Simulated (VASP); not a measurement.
N: single point with PBE

The system is N.

```xyz
2
Lattice="2.5195 0.0000 0.0000 -1.2597 2.1819 0.0000 0.0000 0.0000 2.4460" Properties=species:S:1:pos:R:3 pbc="T T T"
N     0.0000    1.4546    1.8345
N     1.2597    0.7273    0.6115
```

The real solid is made of molecules; this cell is a model form.

| Quantity | Value |
| --- | --- |
| Program | VASP 6.6.1 |
| Task | single point |
| Functional | PBE |
| Potentials or basis | VASP PAW PBE potentials, release 54 (N) |
| Cutoff | 520 eV |
| k mesh | 12 × 12 × 11 |
| Occupations | gaussian, width 0.05 eV |
| Spin | no spin polarisation |

```yaml
Pressure: 10.1 GPa
Band_gap_on_the_k_mesh: none (metal or under the smearing width)
```

Stress tensor (GPa, compression positive):
```
14.10  0.00  0.00
 0.00 14.10  0.00
 0.00  0.00  2.18
```

Levels at points of the mesh, in eV from the Fermi level:
```tsv
k point	band 2	band 3	band 4	band 5	band 6	band 7	band 8	band 9
(0.00, 0.00, 0.00)	-5.76	-4.79	-2.36	-2.36	2.82	2.82	6.14	14.61
(0.50, 0.00, 0.00)	-14.49	-4.99	-2.26	-1.51	1.71	2.71	5.08	13.68
```

Run time: 8.9 s on 1 thread of Intel(R) Xeon(R) Platinum 8488C (Sapphire Rapids) (shared host), peak memory 0.12 GiB.
